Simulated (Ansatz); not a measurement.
## Sc: strain energy, fitted

Sc, Fm-3m, a = 4.620 Å. This isn't the element's structure at ambient conditions. Ansatz: PBE, PAW, 420 eV, Γ-centred 14×14×10 mesh on 2 atoms, Gaussian smearing 0.10 eV; no spin polarisation. Series: biaxial strain in the a-b plane, c and atoms relaxed; x is the strain in per cent. The axes a, b, c are those of the computed cell (3.268, 3.268, 4.617 Å), along [1 1 0], [-1 1 0], [0 0 1] of the cell named above. y is the free energy over the unstrained cell, V0 = 24.649 Å³/atom.

| x (%) | y (meV/atom) |
| --- | --- |
| -3.0 | 8.99 |
| -2.0 | 3.77 |
| -1.0 | ? |
| 0.0 | 0.00 |
| 1.0 | 1.08 |
| 2.0 | 3.80 |
| 3.0 | 7.91 |

Task: Fit y = c2 x² + c3 x³ to the other rows, turn c2 into a modulus, and predict the missing energy.

Result: Least squares on the rows shown. y = 0.9409 x² − 0.01814 x³. In eV per unit strain² c2 is 9.409; M is the biaxial modulus (E = M V0 ε²): 9.409 × 160.2 / (24.649) = 61 GPa. At x = -1.0 the fit asked for gives 0.96 meV/atom. The run gave 0.82 meV/atom, so the fit is 0.14 meV/atom too high, within twice the rms miss on the fitted rows (0.13 meV/atom).